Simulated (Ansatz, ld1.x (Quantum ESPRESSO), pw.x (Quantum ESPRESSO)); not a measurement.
## calcium: does the PAW potential hold in the solid?

```json
{
 "Element": "Ca (Z = 20)",
 "Generator": "ld1.x (Quantum ESPRESSO) 7.5",
 "Type": "PAW",
 "Functional": "LDA (PW92)",
 "Relativity": "scalar-relativistic",
 "Frozen core": "[Ne]",
 "Valence charge": "10",
 "Reference configuration": "3s2 3p6 3d0 4s2 4p0",
 "Partial waves": "3s (bound): rcut 2.25, rcutus 2.50 bohr; 4s (bound): rcut 2.25, rcutus 2.50 bohr; 3p (bound): rcut 1.75, rcutus 2.00 bohr; 4p (bound, empty): rcut 1.75, rcutus 2.00 bohr; 3d (bound, empty): rcut 3.20, rcutus 3.70 bohr; 3d channel at 4.6 Ry: rcut 3.20, rcutus 3.70 bohr",
 "Local potential": "all-electron potential smoothed inside 2.65 bohr (lloc = -2)",
 "Core correction": "Bessel-smoothed model core inside 1.95 bohr",
 "Augmentation charge": "PSQ, inside the norm-conserving radii"
}
```

Atomic tests: cutoffs needed: 18 Ry and 35 Ry (the cutoffs (Ry, on a coarse ladder) from which the occupation-weighted sum of valence levels, in a spherical-Bessel basis at the reference potential, stays within 10 and 1 mRy of its value at 400 Ry); ghost test: no extra level below or beside the all-electron valence levels (s, p, d, f tested) (spherical-Bessel basis up to 400 Ry, 20 bohr box); configuration tests: test run stopped at test 4 of 9 (negative rho).

Crystal test: fcc Ca in pw.x 7.5, no spin, 11³ k-points, Fermi–Dirac smearing 0.01 Ry, cutoffs 45/360 Ry. The reference is all-electron LAPW (Ansatz 0.2.0) with the same functional, mesh and smearing; V0 and B0 come from Birch–Murnaghan fits to the pressures at five volumes. Errors are pseudo minus all-electron; Δ is the rms difference of the E(V) curves that follow from these fits, minima aligned, over ±6 % about the mean V0. Mesh and smearing are coarse, so the numbers serve the comparison and aren't converged zero-temperature values; the lattice is a test structure that the element need not adopt.

```tsv
V (Å³/atom)	P all-electron (GPa)	P pseudo (GPa)
36.278	1.07	9.29
37.232	0.50	8.02
38.187	-0.01	6.89
39.142	-0.47	5.87
40.096	-0.89	4.95
```

All-electron: a0 = 5.345 Å (V0 = 38.17 Å³/atom), B0 = 19.5 GPa.

Pseudopotential: mean pressure error (GPa): +6.96. The pressure does not cross zero within the volumes sampled, so no fit is given. This is a poor potential for the solid. Atomic configuration tests: test run stopped at test 4 of 9 (negative rho).

At the middle volume, how do free energy and pressure move when the wave cutoff is lowered (ecutrho held at 360 Ry)?

```csv
cutoff (Ry),shift of F (meV/atom),shift of P (GPa)
20,+213.3,-1.38
27,+53.3,-0.89
36,+2.7,+0.00
```

The run at the middle volume (56 k-points, 10 iterations) took about 15 s on one core of a shared host (Neoverse-V1, 32 threads, 247 GiB, load 38).
